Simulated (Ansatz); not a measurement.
# VSe2 monolayer (2H): from the cell to its phonons, part 2 of 2

Aim: the vibrations of VSe2 monolayer (2H), their spectra, and whether the structure is stable.

Ansatz 0.2.0; DFT PBE, scalar-relativistic, plane waves, PAW.

So far. Step 4 (Relaxing to small forces for the phonons): The largest force component left is 0.022 meV/Å, within the tolerances set. Step 5 (Zone-centre response): Before it was imposed, the acoustic sum rule was missed by 6.6e-5 eV/Å². Small misses are needed for a sound result but don't prove that mesh and cutoff are converged. The lowest optical mode is real, 118 cm⁻¹.

## (6) The dispersion

Stability and thermal properties need the whole zone. Linear response on a 6×6×1 q mesh gives force constants as far as a supercell of that size would.

File input.yaml:

```yaml
crystal:
  lattice:
    - [3.3395829188, 0.0, 0.0]
    - [-1.6697914594, 2.8921636457, 0.0]
    - [0.0, 0.0, 30.46]
  atoms:
    - { symbol: V, position: [0.3333333333, 0.6666666667, 0.3282994091], spin: 1.02 }
    - { symbol: Se, position: [0.6666666667, 0.3333333333, 0.3807764225] }
    - { symbol: Se, position: [0.6666666667, 0.3333333333, 0.2758223956] }
  periodic: [true, true, false]
kpoints:
  mp_grid: { grid: [12, 12, 1] }
hamiltonian:
  xc: pbe
scf:
  occupations: { method: gaussian, width: 0.01 }
output:
  eigenvalues: true
  populations: true
magnetization:
  spin_polarized: true
phonons:
  method: dfpt
  qmesh: [6, 6, 1]
  temperatures: { t_max: 1000, t_step: 50 }
  qpath:
    path:
      - [0.0, 0.0, 0.0]
      - [0.5, 0.0, 0.0]
      - [0.33333333, 0.33333333, 0.0]
      - [0.0, 0.0, 0.0]
    npoints: 10
```

Started as:

```
$ ansatz run input.yaml --threads 8 --pin off --max-ram 14336MiB --backend cpu --events-out ev --progress --plain --runs-dir out
```

Run time: 16 min. Hardware: 8 threads of Arm Neoverse V1, shared host; peak memory 5 GiB; 2 h of CPU time.

This step gave:

```yaml
magnetization: 1.0000 μB
sum_rule_residual_before_enforcement: 5.33e-5 eV/Å²
lowest_frequency_on_the_path: 0 cm⁻¹
highest_frequency_on_the_path_or_at_a_solved_wavevector: 339.0 cm⁻¹
mean_frequency: 183.8 cm⁻¹
lowest_mode_on_the_q_mesh_acoustic_modes_at_gamma_apart: 28.38 cm⁻¹
zero_point_energy_per_atom: 34.17 meV
heat_capacity_at_300_k: 23.13 J/(mol atoms K)
vibrational_entropy_at_300_k: 32.19 J/(mol atoms K)
edges_of_the_widest_gap_between_branches_on_path_and_mesh: 219, 241.6 cm⁻¹
```

Frequencies (cm⁻¹) solved at each irreducible wavevector; negative means imaginary. Frequencies by wavevector, by row:

| q in reciprocal lattice units | star | mode 1 | mode 2 | mode 3 | mode 4 | mode 5 | mode 6 | mode 7 | mode 8 | mode 9 |
| --- | --- | --- | --- | --- | --- | --- | --- | --- | --- | --- |
| 0 0 0 | 1 | 0 | 0 | 0 | 118 | 118 | 219 | 265.5 | 265.5 | 339 |
| 0 0.1667 0 | 6 | 28.4 | 52.5 | 89.1 | 123.5 | 137.7 | 203 | 270.1 | 287.6 | 323.8 |
| 0 0.3333 0 | 6 | 79.8 | 91 | 133.3 | 150.5 | 165.9 | 184.6 | 270.4 | 282.7 | 308.8 |
| 0 -0.5 0 | 3 | 104.7 | 109.8 | 137.3 | 163.2 | 169.3 | 185.9 | 259.1 | 269.2 | 318.7 |
| 0.1667 0.1667 0 | 6 | 63.6 | 92.1 | 132.3 | 136.9 | 157.4 | 186.1 | 277.1 | 294.4 | 299.4 |
| 0.1667 0.3333 0 | 12 | 101.9 | 120.3 | 151.2 | 151.7 | 167.9 | 179.3 | 257.2 | 278.9 | 309.1 |
| 0.3333 0.3333 0 | 2 | 116.1 | 138.2 | 148.9 | 159.5 | 169.3 | 170.6 | 241.6 | 295.3 | 295.4 |

Interpolated from a 6×6×1 q mesh, without the LO-TO term. Phonon branches along the path, in cm⁻¹:

| point | branch 1 | branch 2 | branch 3 | branch 4 | branch 5 | branch 6 | branch 7 | branch 8 | branch 9 |
| --- | --- | --- | --- | --- | --- | --- | --- | --- | --- |
| Γ | 0 | 0 | 0 | 118 | 118 | 219 | 266 | 266 | 339 |
| halfway | 54 | 74 | 125 | 129 | 154 | 192 | 271 | 300 | 305 |
| M | 105 | 110 | 137 | 163 | 169 | 186 | 259 | 269 | 319 |
| halfway | 110 | 124 | 152 | 154 | 166 | 180 | 251 | 279 | 311 |
| K | 116 | 138 | 149 | 160 | 169 | 171 | 242 | 295 | 295 |
| halfway | 64 | 92 | 132 | 137 | 157 | 186 | 277 | 294 | 299 |
| Γ | 0 | 0 | 0 | 118 | 118 | 219 | 266 | 266 | 339 |

Tetrahedra on a 24×24×1 mesh, mean over bins of 5 cm-1. Interpolated from a 6×6×1 q mesh. Table of phonon density of states by wavenumber; read off at these points:

| wavenumber (cm⁻¹) | phonon density of states (1/cm⁻¹/cell) |
| --- | --- |
| 2 | 0.00288 |
| 18 | 0.0053 |
| 32 | 0.00755 |
| 52 | 0.0111 |
| 68 | 0.0146 |
| 82 | 0.0199 |
| 98 | 0.0311 |
| 112 | 0.0327 |
| 132 | 0.0477 |
| 138 | 0.0650 |
| 148 | 0.0794 |
| 162 | 0.0433 |
| 168 | 0.111 |
| 178 | 0.0400 |
| 182 | 0.0732 |
| 192 | 0.014 |
| 208 | 0.00734 |
| 228 | 0 |
| 242 | 0.00687 |
| 258 | 0.0249 |
| 272 | 0.106 |
| 288 | 0.0284 |
| 308 | 0.0520 |
| 322 | 0.00658 |
| 338 | 0.0051 |

The partial phonon density of states has structure finer than the step of the table below, so its rows give means over 10 cm⁻¹, whole bins alone (the curve runs from -10 to 359 cm⁻¹). Peaks (cm⁻¹: height): Se 73.6: 0.0199, 108.4: 0.0389, 147.9: 0.0615, 166.5: 0.0804, 182.7: 0.0613, 271.0: 0.0182; V 108.4: 0.0107, 271.0: 0.0727, 305.8: 0.0431.

Phonopy on the run's constants, 19x19x1 mesh, Gaussian sigma 2.6 cm-1. Interpolated from a 6×6×1 q mesh. The partial phonon density of states by wavenumber; means over each step; values in 1/cm⁻¹/cell:

| wavenumber (cm⁻¹) | Se | V |
| --- | --- | --- |
| 0 | 0.00154 | 4.9e-4 |
| 10 | 0.00290 | 9.1e-4 |
| 20 | 0.00421 | 0.00130 |
| 30 | 0.00639 | 0.00197 |
| 40 | 0.00531 | 0.00161 |
| 50 | 0.00852 | 0.00258 |
| 60 | 0.0108 | 0.00318 |
| 70 | 0.0115 | 0.00331 |
| 80 | 0.0140 | 0.00398 |
| 90 | 0.0186 | 0.00509 |
| 100 | 0.0306 | 0.00807 |
| 110 | 0.0342 | 0.00900 |
| 120 | 0.0306 | 0.00326 |
| 130 | 0.0436 | 0.00297 |
| 140 | 0.0530 | 0.00403 |
| 150 | 0.0557 | 0.00648 |
| 160 | 0.0555 | 0.00383 |
| 170 | 0.0575 | 5.4e-4 |
| 180 | 0.0490 | 8.0e-4 |
| 190 | 0.0232 | 9.9e-4 |
| 200 | 0.00954 | 6.2e-4 |
| 210 | 0.00623 | 3.1e-4 |
| 220 | 0.00188 | 4.2e-5 |
| 230 | 1.1e-5 | 1.1e-5 |
| 240 | 0.00109 | 0.00298 |
| 250 | 0.00397 | 0.0107 |
| 260 | 0.00634 | 0.0177 |
| 270 | 0.0139 | 0.0545 |
| 280 | 0.0101 | 0.0408 |
| 290 | 0.00609 | 0.0204 |
| 300 | 0.00893 | 0.0309 |
| 310 | 0.00911 | 0.0359 |
| 320 | 0.00355 | 0.0138 |
| 330 | 0.00159 | 0.00495 |
| 340 | 6.7e-4 | 0.00209 |
| 350 | 3.0e-6 | 1.2e-5 |

Harmonic thermodynamic functions per atom, from the density of states. Interpolated from a 6×6×1 q mesh. Thermodynamic functions, by row:

| T (K) | F_vib (meV/atom) | S (J/mol-atom/K) | C_V (J/mol-atom/K) |
| --- | --- | --- | --- |
| 0 | 34.17 | 0 | 0 |
| 100 | 30.01 | 10.5 | 14.61 |
| 200 | 12.21 | 23.16 | 21.21 |
| 300 | -16.72 | 32.19 | 23.13 |
| 400 | -53.74 | 38.96 | 23.89 |
| 500 | -97.01 | 44.34 | 24.25 |
| 600 | -145.3 | 48.78 | 24.45 |
| 700 | -197.9 | 52.56 | 24.58 |
| 800 | -254.1 | 55.85 | 24.66 |
| 900 | -313.5 | 58.75 | 24.72 |
| 1000 | -375.8 | 61.36 | 24.76 |

Symmetry leaves 7 wavevectors to solve. The lowest mode among them, the acoustic zeros apart, lies at q = (0, 0.167, 0) and is real, 28.4 cm⁻¹.

## (7) Another isotope

An isotope changes the mass and not the force constants, so no new electronic calculation is needed; the shifts show which modes move this element.

The same force constants with the mass of Se changed from 78.971 to 81.917 u (phonopy, no LO-TO term). Both lists are sorted by frequency; levels can cross, so a row need not hold one and the same mode. Modes under 3 cm⁻¹ are left out. Isotope shifts, by row:

| q | rank | natural mass (cm⁻¹) | changed mass (cm⁻¹) |
| --- | --- | --- | --- |
| 0 0 0 | 4 | 118 | 115.8 |
| 0 0 0 | 5 | 118 | 115.8 |
| 0 0 0 | 6 | 219 | 215 |
| 0 0 0 | 7 | 265.5 | 264.4 |
| 0 0 0 | 8 | 265.5 | 264.4 |
| 0 0 0 | 9 | 339 | 337.5 |
| 0 0.1667 0 | 1 | 28.38 | 27.98 |
| 0 0.1667 0 | 2 | 52.47 | 51.73 |
| 0 0.1667 0 | 3 | 89.1 | 87.82 |
| 0 0.1667 0 | 4 | 123.5 | 121.2 |
| 0 0.1667 0 | 5 | 137.7 | 135.2 |
| 0 0.1667 0 | 6 | 203 | 199.6 |
| 0 0.1667 0 | 7 | 270.1 | 269 |
| 0 0.1667 0 | 8 | 287.6 | 286.2 |
| 0 0.1667 0 | 9 | 323.8 | 322.4 |
| 0 0.3333 0 | 1 | 79.8 | 78.7 |
| 0 0.3333 0 | 2 | 90.96 | 89.59 |
| 0 0.3333 0 | 3 | 133.3 | 130.9 |
| 0 0.3333 0 | 4 | 150.5 | 148.3 |
| 0 0.3333 0 | 5 | 165.9 | 162.9 |
| 0 0.3333 0 | 6 | 184.6 | 181.3 |
| 0 0.3333 0 | 7 | 270.4 | 269.6 |
| 0 0.3333 0 | 8 | 282.7 | 281.5 |
| 0 0.3333 0 | 9 | 308.8 | 307.6 |
| 0 -0.5 0 | 1 | 104.7 | 103 |
| 0 -0.5 0 | 2 | 109.8 | 108.3 |
| 0 -0.5 0 | 3 | 137.3 | 134.8 |
| 0 -0.5 0 | 4 | 163.2 | 160.7 |
| 0 -0.5 0 | 5 | 169.3 | 166.3 |
| 0 -0.5 0 | 6 | 185.9 | 182.6 |
| 0 -0.5 0 | 7 | 259.1 | 257.8 |
| 0 -0.5 0 | 8 | 269.2 | 268.4 |
| 0 -0.5 0 | 9 | 318.7 | 317.7 |

A mode of this element alone would shift by -1.81 %. The highest zone-centre frequency without the field goes from 339.0 to 337.5 cm⁻¹ (-0.4 %). The product of the frequency ratios over all optical modes at Γ is 0.934; the product rule, (m/m′)^(3k/2) (M′/M)^(3/2) with k = 2 such atoms and M the mass of the cell, gives 0.934.

## (8) Results

| Quantity | Value |
| --- | --- |
| space group after relaxation (within 0.01 Å) | P-6m2 |
| area per atom | 3.22 Å² |
| gap on the k-mesh | 0.233 eV |
| highest optical mode at the zone centre (no LO-TO term) | 339 cm⁻¹ |
| lowest optical zone-centre mode | 118 cm⁻¹ |
| lowest mode on the q mesh (acoustic modes at Γ apart) | 28.4 cm⁻¹ |
| highest frequency on the path or at a solved wavevector | 339 cm⁻¹ |
| zero-point energy per atom | 34.2 meV |
| heat capacity at 300 K | 23.1 J/(mol atoms K) |
| vibrational entropy at 300 K | 32.2 J/(mol atoms K) |
| imaginary modes on the 6×6×1 q mesh | none |
| net magnetic moment of the cell as run | 1.000 μB |

What this shows: The structure is a minimum as far as tested: no mode is imaginary at the 7 irreducible wavevectors of the 6×6×1 mesh, and the softest away from the acoustic zeros lies at 28 cm⁻¹. Without the field, the optical modes at Γ span 118 to 339 cm⁻¹. The highest mode in this list at Γ, 339.0 cm⁻¹, is mostly motion of V (76 % of the kinetic energy). On the path and the mesh, the widest gap between branches runs from 219 to 242 cm⁻¹. The ferromagnetic order comes from parallel starting moments and need not be the ground state. In a sheet or slab the interpolated bending branch near Γ is rough, since the rotational sum rule isn't imposed. A phonon run warned that its eigensolver left some bands unconverged in a pass. The starting cell was built on a prototype and not taken from a measurement. These are harmonic frequencies at zero temperature: anharmonic shifts, linewidths and thermal expansion are left out.

[Logs are printed without paths, hosts, clocks, repeated set-up lines and the standing remarks that a program may print on its own settings, such as how far it seeks lower states.]

[Hosts, paths, dates, database ids (printed as entryN), source tags and the programs' standing remarks are cut or masked in the printed files.]
